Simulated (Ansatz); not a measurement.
# B (beta tin type): the cost of one run

Method: DFT PBE, with the methods named in each step, in Ansatz 0.2.0.

**1. The starting structure**

It takes space group I4_1/amd (No. 141, tetragonal). The conventional cell has a = 3.652 Å, b = 3.652 Å, c = 2.008 Å, α = 90.00°, β = 90.00°, γ = 90.00°. B (site symmetry -4m2) has 6 B at 1.89 to 2.01 Å as nearest neighbours.

Coordinates:

```xyz
2
Lattice="-1.8258 1.8258 1.0042 1.8258 -1.8258 1.0042 1.8258 1.8258 -1.0042" Properties=species:S:1:pos:R:3 pbc="T T T"
B     0.0000   -0.9129   -0.2510
B     0.0000    0.9129    0.2510
```

Whether this phase is the stable one at these pressures isn't tested.

Atoms are numbered in the order of the input: B1, B2.

**2. Cell relaxed at zero pressure, PAW**

input.yaml reads:

```yaml
crystal:
  lattice:
    - [-1.8257976008, 1.8257976008, 1.0041886805]
    - [1.8257976008, -1.8257976008, 1.0041886805]
    - [1.8257976008, 1.8257976008, -1.0041886805]
  atoms:
    - { symbol: B, position: [-0.375, -0.125, -0.25] }
    - { symbol: B, position: [0.375, 0.125, 0.25] }
kpoints:
  mp_grid: { grid: [21, 21, 21] }
scf:
  occupations: { method: fermi_dirac, width: 0.05 }
hamiltonian:
  xc: pbe
  pseudopotentials: { kind: paw }
output:
  forces: true
  stress: true
  write_density: true
  write_potential: true
  elf: true
  volumetric_format: npy
relax:
  f_tol: 0.005
  max_steps: 40
  cell: {}
```

Command:

```sh
ansatz run input.yaml --threads 1 --pin off --max-ram 2048MiB --backend cpu --events-out ev --progress --plain --runs-dir out
```

What time and memory should one allow on 1 thread of AMD EPYC 9R14 (Zen 4), shared host?

About 56 s, with a peak of 0.46 GiB.
